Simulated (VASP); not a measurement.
# KCl (I4/mmm) in VASP: a series of runs

One crystal, KCl, is run at these levels: LDA; tasks: relaxation of cell and atoms, electrostatic potential.

All numbers are computed with VASP 6.6.1; they aren't measurements. Logs are shortened: lines on timing, memory, paths and dates and some standing lists are left out, and cuts for length are marked.

## (1) Starting point

Symmetry: I4/mmm, No. 139, tetragonal system. Conventional cell: a = 4.407 Å, b = 4.407 Å, c = 6.346 Å, α = 90.00°, β = 90.00°, γ = 90.00°. Around K (site symmetry 4/mmm) lie 6 Cl at 3.12 to 3.17 Å. Around Cl (site symmetry 4/mmm) lie 6 K at 3.12 to 3.17 Å.

The cell was built by a generator and isn't the measured one.

## (2) Relaxation of cell and atoms, LDA

INCAR reads:

```
SYSTEM = KCl
  ALGO = Fast
  EDIFF = 1E-6
  EDIFFG = -0.02
  ENCUT = 600
  GGA = CA
  IBRION = 2
  ISIF = 3
  ISMEAR = 0
  LASPH = .TRUE.
  LATTICE_CONSTRAINTS = .FALSE. .FALSE. .TRUE.
  LCHARG = .FALSE.
  LREAL = .FALSE.
  LWAVE = .FALSE.
  NELM = 60
  NSW = 60
  PREC = Accurate
  SIGMA = 0.02
```

KPOINTS reads:

```
k-points
0
G
  7 7 5
  0 0 0
```

POSCAR reads:

```
KCl
1.0
    4.4071807864      0.0000000000      0.0000000000
    0.0000000000      4.4071807864      0.0000000000
    0.0000000000      0.0000000000      6.3455521015
K Cl
2 2
Direct
    0.0000000000      0.0000000000      0.0000000000
    0.5000000000      0.5000000000      0.5000000000
    0.5000000000      0.5000000000      0.0000000000
    0.0000000000      0.0000000000      0.5000000000
```

Potentials or basis: VASP PAW LDA potentials, release 64 (K_sv, Cl).

Command:

```
$ cat potpaw_LDA.64/K_sv/POTCAR potpaw_LDA.64/Cl/POTCAR > POTCAR
$ mpirun -np 1 vasp_std > vasp.out
```

OUTCAR:

```text
SYSTEM = KCl
   EDIFF = 1E-6
   EDIFFG = -0.02
   ENCUT = 600
   GGA = CA
   IBRION = 2
   ISIF = 3
   ISMEAR = 0
   LASPH = .TRUE.
   LREAL = .FALSE.
   NELM = 60
   NSW = 60
   PREC = Accurate

 ion  position               nearest neighbor table
   1  0.000  0.000  0.000-   3 3.12   3 3.12   3 3.12   3 3.12   4 3.17   4 3.17
   2  0.500  0.500  0.500-   4 3.12   4 3.12   4 3.12   4 3.12   3 3.17   3 3.17
   3  0.500  0.500  0.000-   1 3.12   1 3.12   1 3.12   1 3.12   2 3.17   2 3.17
   4  0.000  0.000  0.500-   2 3.12   2 3.12   2 3.12   2 3.12   1 3.17   1 3.17

  LATTYP: Found a simple tetragonal cell.
 ALAT       =     4.4071807864
 C/A-ratio  =     1.4398211485

  Lattice vectors:

 A1 = (   4.4071807864,   0.0000000000,   0.0000000000)
 A2 = (   0.0000000000,   4.4071807864,   0.0000000000)
 A3 = (   0.0000000000,   0.0000000000,   6.3455521015)

Analysis of symmetry for initial positions (statically):
=====================================================================
 Subroutine PRICEL returns following result:

  LATTYP: Found a body centered tetragonal cell.
 ALAT       =     4.4071807864
 C/A-ratio  =     1.4398211485

  Lattice vectors:

 A1 = (   2.2035903932,  -2.2035903932,  -3.1727760508)
 A2 = (  -2.2035903932,   2.2035903932,  -3.1727760507)
 A3 = (   2.2035903932,   2.2035903932,   3.1727760507)

   2 primitive cells build up your supercell.

 Routine SETGRP: Setting up the symmetry group for a
 simple tetragonal supercell.

 Subroutine GETGRP returns: Found 16 space group operations
 (whereof 16 operations were pure point group operations)
 out of a pool of 16 trial point group operations.

The static configuration has the point symmetry D_4h.

Analysis of symmetry for dynamics (positions and initial velocities):
=====================================================================
 Subroutine PRICEL returns following result:

  LATTYP: Found a body centered tetragonal cell.
 ALAT       =     4.4071807864
 C/A-ratio  =     1.4398211485

  Lattice vectors:

 A1 = (   2.2035903932,  -2.2035903932,  -3.1727760508)
 A2 = (  -2.2035903932,   2.2035903932,  -3.1727760507)
 A3 = (   2.2035903932,   2.2035903932,   3.1727760507)

   2 primitive cells build up your supercell.

 Routine SETGRP: Setting up the symmetry group for a
 simple tetragonal supercell.

 Subroutine GETGRP returns: Found 16 space group operations
 (whereof 16 operations were pure point group operations)
 out of a pool of 16 trial point group operations.

The dynamic configuration has the point symmetry D_4h.

 Subroutine INISYM returns: Found 16 space group operations
 (whereof 16 operations are pure point group operations),
 and found     2 'primitive' translations

----------------------------------------------------------------------------------------

                                     Primitive cell

  volume of cell :      61.6256

  direct lattice vectors                    reciprocal lattice vectors
     2.203590393 -2.203590393 -3.172776051     0.226902423  0.000000000 -0.157590700
    -2.203590393  2.203590393 -3.172776051    -0.000000000  0.226902423 -0.157590700
     2.203590393  2.203590393  3.172776051     0.226902423  0.226902423  0.000000000

  length of vectors
     4.447260855  4.447260855  4.447260855     0.276259911  0.276259911  0.320888484

  position of ions in fractional coordinates (direct lattice)
     0.000000000  0.000000000  0.000000000
     0.500000000  0.500000000  0.000000000

  ion indices of the primitive-cell ions
   primitive index   ion index
                 1           1
                 2           4

----------------------------------------------------------------------------------------

 KPOINTS: k-points

Automatic generation of k-mesh.
 Grid dimensions read from file:
 generate k-points for:    7    7    5

 Generating k-lattice:

  Cartesian coordinates                     Fractional coordinates (reciprocal lattice)
     0.032414632  0.000000000  0.000000000     0.142857143  0.000000000  0.000000000
     0.000000000  0.032414632  0.000000000     0.000000000  0.142857143  0.000000000
     0.000000000  0.000000000  0.031518140     0.000000000  0.000000000  0.200000000

  Length of vectors
     0.032414632  0.032414632  0.031518140

  Shift w.r.t. Gamma in fractional coordinates (k-lattice)
     0.000000000  0.000000000  0.000000000

 Subroutine IBZKPT returns following result:
 ===========================================

 Found     30 irreducible k-points:

 Following reciprocal coordinates:
            Coordinates               Weight
  0.000000  0.000000  0.000000      1.000000
  0.142857  0.000000  0.000000      4.000000
  0.285714  0.000000  0.000000      4.000000
  0.428571  0.000000  0.000000      4.000000
  0.142857  0.142857  0.000000      4.000000
  0.285714  0.142857  0.000000      8.000000
[... 16 lines left out ...]
  0.285714  0.000000  0.400000      8.000000
  0.428571  0.000000  0.400000      8.000000
 [... further k-points ...]
   k-points           NKPTS =     30   k-points in BZ     NKDIM =     30   number of bands    NBANDS=     20
   number of dos      NEDOS =    301   number of ions     NIONS =      4
   total plane-waves  NPLWV =  69984
   dimension x,y,z NGX =    36 NGY =   36 NGZ =   54
   dimension x,y,z NGXF=    72 NGYF=   72 NGZF=  108
   ions per type =               2   2
   NGX,Y,Z   is equivalent  to a cutoff of  13.58, 13.58, 14.15 a.u.
   NGXF,Y,Z  is equivalent  to a cutoff of  27.16, 27.16, 28.29 a.u.
 SYSTEM =  KCl
   PREC   = accura    normal or accurate (medium, high low for compatibility)
   ISTART =      0    job   : 0-new  1-cont  2-samecut
   ICHARG =      2    charge: 1-file 2-atom 10-const
   ISPIN  =      1    spin polarized calculation?
   LNONCOLLINEAR =      F non collinear calculations
   LSORBIT =      F    spin-orbit coupling
   LASPH  =      T    aspherical Exc in radial PAW
   ENCUT  =  600.0 eV  44.10 Ry    6.64 a.u.   8.80  8.80 12.67*2*pi/ulx,y,z
   NELM   =     60;   NELMIN=  2; NELMDL= -5     # of ELM steps
   EDIFF  = 0.1E-05   stopping-criterion for ELM
   LREAL  =      F    real-space projection
   EDIFFG = -.2E-01   stopping-criterion for IOM
   NSW    =     60    number of steps for IOM
   IBRION =      2    ionic relax: 0-MD 1-quasi-New 2-CG
   NFREE  =      1    steps in history (QN), initial steepest desc. (CG)
   ISIF   =      3    stress and relaxation
   ISYM   =      2    0-nonsym 1-usesym 2-fastsym
   POTIM  = 0.5000    time-step for ionic-motion
   TEBEG  =    0.0;   TEEND  =   0.0 temperature during run
   PSTRESS=    0.0 pullay stress
   NELECT =      32.0000    total number of electrons
   NUPDOWN=      -1.0000    fix difference up-down
   EMIN   =  10.00;   EMAX   =-10.00  energy-range for DOS
   EFERMI =   0.00;   METHOD = LEGACY
   ISMEAR =     0;   SIGMA  =   0.02  broadening in eV -4-tet -1-fermi 0-gaus
   EFERMI_NEDOS =   21; number of points for ismear=-14 and -15
   IALGO  =     68    algorithm
   IMIX   =      4    mixing-type and parameters
     AMIX     =   0.40;   BMIX     =  1.00
     AMIX_MAG =   1.60;   BMIX_MAG =  1.00
  volume/ion in A,a.u.               =      30.81       207.94
  Fermi-wavevector in a.u.,A,eV,Ry     =   1.044386  1.973604 14.840452  1.090742
  Thomas-Fermi vector in A             =   2.179137
   LORBIT       =      0    0 simple, 1 ext, 2 COOP (PROOUT), +10 PAW based schemes
   GGA     = CA    functional components
   LHFCALC =     F    Hartree Fock is set to
   AEXX    =    0.0000 exact exchange contribution
   IVDW    =     0    specifies the selected vdW correction
   LEPSILON=     F    determine dielectric tensor
   LRPA    =     F    only Hartree local field effects (RPA)
 conjugate gradient relaxation of ions
 non-spin polarized calculation
 RMM-DIIS sequential band-by-band and
 Gauss-broadening in eV      SIGMA  =   0.02
  energy-cutoff  :      600.00
  volume of cell :      123.25
 maximum number of plane-waves:      4161
 NGX is ok and might be reduce to    36
   NGX = 17   NGY = 17   NGZ = 25

--------------------------------------- Ionic step        1  -------------------------------------------

 number of electron      31.9999997 magnetization

 Free energy of the ion-electron system (eV)
  ---------------------------------------------------
  ext. energy  EPLUGINS =         0.00000000
  ---------------------------------------------------
  free energy    TOTEN  =       -14.75283526 eV

  energy without entropy =      -14.75283526  energy(sigma->0) =      -14.75283526

------------------------ aborting loop because EDIFF is reached ----------------------------------------

  FORCE on cell =-STRESS in cart. coord.  units (eV):
  Direction    XX          YY          ZZ          XY          YZ          ZX
  --------------------------------------------------------------------------------------
  -------------------------------------------------------------------------------------
  Total       -1.1749498     -1.1749498     -1.5890930      0.0000000      0.0000000     -0.0000000
  in kB      -15.2735059    -15.2735059    -20.6570711      0.0000000      0.0000000     -0.0000000
  external PRESSURE =     -17.0680276 kB  Pullay stress =       0.0000000 kB

 VOLUME and BASIS-vectors are now :
 -----------------------------------------------------------------------------
  energy-cutoff  :      600.00
  volume of cell :      123.25
      direct lattice vectors                 reciprocal lattice vectors
     4.407180786  0.000000000  0.000000000     0.226902423  0.000000000  0.000000000
     0.000000000  4.407180786  0.000000000     0.000000000  0.226902423  0.000000000
     0.000000000  0.000000000  6.345552102     0.000000000  0.000000000  0.157590700
[... 77 lines left out ...]
 POSITION                                       TOTAL-FORCE (eV/Angst)
 -----------------------------------------------------------------------------------
      0.00000      0.00000      0.00000         0.000000      0.000000      0.000000
      2.20359      2.20359      3.03496         0.000000     -0.000000     -0.000000
      2.20359      2.20359      0.00000        -0.000000     -0.000000      0.000000
      0.00000      0.00000      3.03496         0.000000      0.000000      0.000000
 -----------------------------------------------------------------------------------
    total drift:                                0.000000      0.000000      0.000000

  FREE ENERGIE OF THE ION-ELECTRON SYSTEM (eV)
  ---------------------------------------------------
  free  energy   TOTEN  =       -14.7933640652 eV

  energy  without entropy=      -14.7933640652  energy(sigma->0) =      -14.79336407

--------------------------------------- Ionic step        4  -------------------------------------------

 number of electron      31.9999998 magnetization

 Free energy of the ion-electron system (eV)
  ---------------------------------------------------
  ext. energy  EPLUGINS =         0.00000000
  ---------------------------------------------------
  free energy    TOTEN  =       -14.79348998 eV

  energy without entropy =      -14.79348998  energy(sigma->0) =      -14.79348998

 E-fermi :  -1.6780     XC(G=0):  -8.3522

 val. band max:       -1.8163964738   @ k =   0.0000   0.0000   0.0000
 cond. band min:       3.1036303394   @ k =   0.0000   0.0000   0.0000
 fundamental gap:      4.9200268132
 Fermi energy:        -1.6780276303

 k-point     1 :       0.0000    0.0000    0.0000
  band No.  band energies     occupation
      1     -28.5358      2.00000
      2     -28.5137      2.00000
      3     -13.9354      2.00000
      4     -13.8092      2.00000
      5     -12.4420      2.00000
      6     -12.3172      2.00000
[... 12 lines left out ...]
     19       6.2032      0.00000
     20       6.2056      0.00000
[... 507 lines left out ...]
 k-point    24 :       0.4286    0.0000    0.4000
  band No.  band energies     occupation
      1     -28.5206      2.00000
      2     -28.5191      2.00000
      3     -14.1469      2.00000
      4     -14.1407      2.00000
      5     -12.2563      2.00000
      6     -12.2560      2.00000
[... 12 lines left out ...]
     19       6.5078      0.00000
     20       6.5651      0.00000

 [... further k-points ...]

------------------------ aborting loop because EDIFF is reached ----------------------------------------

  FORCE on cell =-STRESS in cart. coord.  units (eV):
  Direction    XX          YY          ZZ          XY          YZ          ZX
  --------------------------------------------------------------------------------------
  -------------------------------------------------------------------------------------
  Total       -0.9438387     -0.9438387      0.0173391      0.0000000      0.0000000     -0.0000000
  in kB      -12.8633349    -12.8633349      0.2363107      0.0000000      0.0000000     -0.0000000
  external PRESSURE =      -8.4967864 kB  Pullay stress =       0.0000000 kB

 VOLUME and BASIS-vectors are now :
 -----------------------------------------------------------------------------
  energy-cutoff  :      600.00
  volume of cell :      117.56
      direct lattice vectors                 reciprocal lattice vectors
     4.407180786  0.000000000  0.000000000     0.226902423  0.000000000  0.000000000
     0.000000000  4.407180786  0.000000000     0.000000000  0.226902423  0.000000000
     0.000000000  0.000000000  6.052475649     0.000000000  0.000000000  0.165221648

 POSITION                                       TOTAL-FORCE (eV/Angst)
 -----------------------------------------------------------------------------------
      0.00000      4.40718      0.00000         0.000000     -0.000000     -0.000000
      2.20359      2.20359      3.02624         0.000000     -0.000000      0.000000
      2.20359      2.20359      0.00000        -0.000000      0.000000     -0.000000
      0.00000      4.40718      3.02624        -0.000000      0.000000     -0.000000
 -----------------------------------------------------------------------------------
    total drift:                                0.000000      0.000000      0.000000

  FREE ENERGIE OF THE ION-ELECTRON SYSTEM (eV)
  ---------------------------------------------------
  free  energy   TOTEN  =       -14.7934899800 eV

  energy  without entropy=      -14.7934899800  energy(sigma->0) =      -14.79348998

 reached required accuracy - stopping structural energy minimisation
```

Run time: 2.2 min. Hardware: 1 thread of Intel Xeon 6975P-C (Granite Rapids), shared host; peak memory 0.25 GiB.

What came out:

* Free energy: -14.7935 eV
* Relaxed volume: 29.39 Å³/atom
* Relaxed cell: a = 4.407 Å, b = 4.407 Å, c = 6.052 Å, α = 90.00°, β = 90.00°, γ = 90.00°
* Space group after relaxing (to 0.05 Å): I4/mmm (No. 139)
* Energy gained by relaxing: 10.2 meV/atom
* Ionic steps: 4
* Pressure after relaxing: -0.8 GPa
* Band gap on the k mesh: 4.92 eV

Stress tensor (GPa, compression positive):
```
-1.29  0.00  0.00
 0.00 -1.29  0.00
 0.00  0.00  0.02
```

The path:
```tsv
step	energy change (eV)	largest force (eV/Å)	pressure (GPa)	volume (Å³)
1	0.0000	0.0000	-1.71	123.25
2	-0.0256	0.0000	-1.42	120.89
3	-0.0405	0.0000	-0.92	117.90
4	-0.0407	0.0000	-0.85	117.56
```

Final structure:
```
K Cl
1.0
     4.40718    0.00000    0.00000
     0.00000    4.40718    0.00000
     0.00000    0.00000    6.05248
K Cl
2 2
Direct
  0.00000 0.00000 0.00000
  0.50000 0.50000 0.50000
  0.50000 0.50000 0.00000
  0.00000 0.00000 0.50000
```

Levels at points of the mesh, in eV from the valence-band top:
```csv
k point,band 14,band 15,band 16,band 17,band 18,band 19
"(0.00, 0.00, 0.00)",-0.03,-0.03,0.00,4.92,6.05,8.02
```

Caveat: an odd mesh through Γ misses points on the zone boundary, where band edges often lie.

[end of part 1 of 2]
